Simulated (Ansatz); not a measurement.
# CuO (Tenorite) under changes of volume

One of the cells (10.135 Å³/atom); the others are scaled copies at fixed shape and fractional positions:

```
Cu O
1.0
     2.34185   -1.71130    0.00000
     2.34185    1.71130    0.00000
    -0.85003    0.00000    5.05787
Cu O
2 2
Direct
  0.50000 0.00000 0.50000
  0.00000 0.50000 0.00000
  0.41840 0.58160 0.75000
  0.58160 0.41840 0.25000
```

```yaml
Program: Ansatz 0.2.0
Functional: LDA
Potentials_or_basis: all-electron LAPW, scalar-relativistic
Cutoff: 406 eV (chosen from the basis error)
Basis_error_allowed: 0.002 eV/atom
k_mesh: 10 × 10 × 5
Occupations: fermi-dirac, width 0.05 eV
Spin: no spin polarisation
```

```tsv
volume (Å³/atom)	energy over the lowest point (meV/atom)	pressure (GPa)	largest force (eV/Å)
9.527	0.01	2.3	0.261
9.730	0.00	-2.1	0.335
9.932	5.22	-6.0	0.403
10.135	15.09	-9.5	0.464
10.338	29.04	-12.5	0.521
10.540	46.68	-15.2	0.573
10.743	?	?	?
```

**Question.** What does the run at 10.743 Å³/atom give?

**Answer.** Energy over the lowest point 67.57 meV/atom; pressure -17.7 GPa; largest force 0.620 eV/Å.

Worked out: A Birch-Murnaghan fit of order 3 (a polynomial in V^(-2/3)) to the other rows has its minimum at 9.63 Å³/atom with B0 = V·E''(V) = 207 GPa and B' = 4.5 at fixed shape and positions, which overstates the stiffness. It gives 67.65 meV/atom at 10.743 Å³/atom, against the run's 67.57, and -dE/dV = -17.8 GPa, against -17.7.

Energies are extrapolated to zero smearing.

Caveats: the run has no spin polarisation, though such a crystal can be magnetic.
